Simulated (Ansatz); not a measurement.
Crystal: Pd.

```
Pd
1.0
     0.00000    1.94650    1.94650
     1.94650    0.00000    1.94650
     1.94650    1.94650    0.00000
Pd
1
Direct
  0.00000 0.00000 0.00000
```

A run of Ansatz 0.2.0 on this cell left the log below. Logs are shortened: lines on timing, memory, paths and dates and some standing lists are left out, and cuts for length are marked.

```text
Warning: RAYON_NUM_THREADS=1 ignored (pool sized by the plan → 1); use --threads N
LAPW: plane waves up to 8.362 Å⁻¹, error target 1.0e-3 eV per atom; small_component_spin mean_spin; Pd in spheres of 1.376 Å, 28 of its electrons in bands, Dirac shells [] (how accurate: hamiltonian.pseudopotentials.lapw.basis_error, Limitations)
Engine: ansatz 0.2.0, aarch64-unknown-linux-gnu
Pseudopotentials: kind: all_electron
Pseudopotential: Pd, LAPW, valence charge 28, lapw/all_electron/scalar/gaussian/Pd, Koelling and Harmon's equation, gaussian nucleus
Functional definition: PBE
  parameter kappa = 0.804
  parameter beta = 0.06672455060314922
  exchange = pbe_x(kappa = kappa, mu = beta*pi^2/3)
  correlation = pbe_c(beta = beta)
Crystal: 1 atoms, lattice volume = 14.750 Å³
Basis set: ecut = 266.4040498063722 eV, 137 PW (Γ), exchange–correlation at level 2
Bands: 18, of which v1, the nominal top of the filled ones, is band 14 counted from 1 (13 counted from 0)
Symmetry: 48 space group operations
Space group: Fm-3m (ITA 225), of the structure as read, at distance tolerance 2.5e-5 Å
k-points: 72 of 1728
Non-local potential: Pd, projectors of the file, none
Initial density: superposition of atomic densities (chi_scale 0.1, normalization cell)
Initial wavefunctions: plane waves of lowest kinetic energy (no species holds an atomic orbital)
Functional: x = pbe(κ = 0.804, μ = 0.2195149727645171), c = pbe(β = 0.06672455060314922)
iter 1 solved again at ethr=7.20e-4 eV; its pass at ethr=1.00e-1 eV (dr2=2.02e-1 eV) is discarded
SCF iter   1: F=—  HF=-137307.575441 eV  |F-HF|=—  |Δ(HF+E_count)|=         —  Δρ=4.94e-2  dr2=2.02e-1  ethr=7.20e-4  ⟨swp⟩=2.7  Hψ=8280  notcnv=0
preconditioner: auto → none  [metal: Δε(μ)=0.010 eV  Ē_g=13.580 eV  σ=0.027 eV  W_gap=0.20  n_scr=8 (ndim 8)  ℏωp=30.6 eV  f_vac=0.005  D(μ)=4.94/eV (n_scr^D=112)  sad-step TF]
iter 2 solved again at ethr=1.79e-5 eV; its pass at ethr=7.20e-4 eV (dr2=5.01e-3 eV) is discarded
SCF iter   2: F=—  HF=-137306.830406 eV  |F-HF|=—  |Δ(HF+E_count)|=   7.45e-1  Δρ=5.77e-3  dr2=5.01e-3  ethr=1.79e-5  ⟨swp⟩=2.0  Hψ=6516  notcnv=0
SCF iter   3: F=—  HF=-137306.676233 eV  |F-HF|=—  |Δ(HF+E_count)|=   1.54e-1  Δρ=1.01e-2  dr2=1.06e-2  ethr=1.79e-5  ⟨swp⟩=3.0  Hψ=4223  notcnv=0
SCF iter   4: F=—  HF=-137306.669777 eV  |F-HF|=—  |Δ(HF+E_count)|=         —  Δρ=8.66e-4  dr2=9.13e-5  ethr=1.79e-5  ⟨swp⟩=2.0  Hψ=3905  notcnv=0
the basis was enlarged: its passes take 261.1 KiB over the memory plan, 1 of 1 planned eigensolver slots
SCF iter   5: F=—  HF=-137306.669549 eV  |F-HF|=—  |Δ(HF+E_count)|=   2.29e-4  Δρ=3.26e-4  dr2=1.00e-5  ethr=3.26e-7  ⟨swp⟩=3.0  Hψ=3753  notcnv=0
SCF iter   6: F=—  HF=-137306.669545 eV  |F-HF|=—  |Δ(HF+E_count)|=   3.38e-6  Δρ=2.34e-5  dr2=5.58e-8  ethr=3.59e-8  ⟨swp⟩=2.0  Hψ=3651  notcnv=0
SCF iter   7: F=-137306.669545 eV  HF=-137306.669545 eV  |F-HF|=4.69e-8  |Δ(HF+E_count)|=   5.15e-7  Δρ=3.50e-6  dr2=1.29e-9  ethr=1.99e-10  ⟨swp⟩=3.0  Hψ=3835  notcnv=0
SCF 1 converged in 7 iterations: F = -137306.669545 eV  dr2 = 1.29e-9
SCF converged after 7 iterations
Free energy (F): -137306.669545 eV
Harris-Foulkes:  -137306.669545 eV  (|F-HF|=4.69e-8)
Internal energy: -137306.667514 eV  (E = F + TS)
E sigma→0 (E₀):  -137306.668530 eV
Entropy (-TS):   -0.002031 eV (-2.031 meV/atom)
Fermi energy:    21.466311 eV
--- Per-component energies (eV) ---
  E_band       = -3134.669228
  E_kinetic    = 143298.145499
  E_xc         = -3922.893011
  E_electrostatic = -276681.920002  (all electrons and nuclei)
  E_smearing   = -0.002031  (= −TS)
  E_closure    = 0.000000  (closes the sum)
  E_atoms      = -137302.962084  (free atoms, spherical and without spin; not in F)
  Σ components = -137306.669545   (vs F -137306.669545, Δ=0.00e0)
  Basis errors (estimates in eV, not in F): energy 2.1e-4 per atom: plane waves 1.7e-4 (1.2e-4 summed), levels above the bands 0.0e0, relativity 6.3e-8, radial functions 3.8e-5, core shells 5.4e-8; eigenvalues (radial functions only) 4.4e-6; not estimated: angular momenta, meshes, grids; target (lapw.basis_error) 1.0e-3; muffin-tin radii Pd 1.376 Å
--- Forces (eV/Å), atoms counted from 1 ---
  atom   1  Pd    -0.00000000     0.00000000     0.00000000
  max |Σ_I F_I| component: 9.04e-32 eV/Å
--- Stress (GPa, compression-positive) ---
        6.784291       0.000000      -0.000000
        0.000000       6.784291       0.000000
       -0.000000       0.000000       6.784291
  P = ⅓ Tr σ = 6.7843 GPa (67.843 kbar)
--- Band table (eV; the first three rows and the last of 72) ---
  k-point 0: bands = ["-302.8463", "-302.8463", "-302.8463", "-302.8237", "-302.8237", "-62.6407", "-28.1407", "-28.1407", "-28.1407", "14.3478", "18.6492", "18.6492", "18.6492", "20.2636", "20.2636", "38.5100", "43.2267", "43.2267"]
  k-point 1: bands = ["-302.8463", "-302.8463", "-302.8463", "-302.8237", "-302.8237", "-62.6371", "-28.1688", "-28.1447", "-28.1447", "14.5984", "18.5632", "18.7342", "18.7342", "20.2246", "20.2246", "38.7628", "41.8067", "43.5173"]
  k-point 2: bands = ["-302.8463", "-302.8463", "-302.8463", "-302.8237", "-302.8237", "-62.6271", "-28.2451", "-28.1555", "-28.1555", "15.2763", "18.4149", "18.9062", "18.9062", "20.1987", "20.1987", "38.6520", "39.8349", "44.2839"]
  k-point 71: bands = ["-302.8463", "-302.8463", "-302.8463", "-302.8237", "-302.8237", "-62.5681", "-28.4133", "-28.4133", "-28.2980", "17.1615", "18.1054", "18.1054", "20.1671", "21.7848", "30.4010", "30.4010", "31.8842", "33.0949"]
```

**Question.** What input gives this log?

**Answer.** Single point with PBE, no spin polarisation. The files as run (others can give the same):

input.yaml
```yaml
crystal:
  lattice:
    - [0.0, 1.9465, 1.9465]
    - [1.9465, 0.0, 1.9465]
    - [1.9465, 1.9465, 0.0]
  atoms:
    - { symbol: Pd, position: [0.0, 0.0, 0.0] }
kpoints:
  mp_grid: { grid: [12, 12, 12] }
scf:
  occupations: { method: gaussian, width: 0.027 }
hamiltonian:
  xc: pbe
  pseudopotentials: { kind: all_electron, lapw: { basis_error: 0.001 } }
output:
  forces: true
  stress: true
  eigenvalues: true
```

Potentials or basis: all-electron LAPW, scalar-relativistic.
The run is started by
```sh
$ ansatz run input.yaml --threads 1 --pin off --max-ram 3072MiB --backend cpu --events-out ev --progress --plain --runs-dir out
```
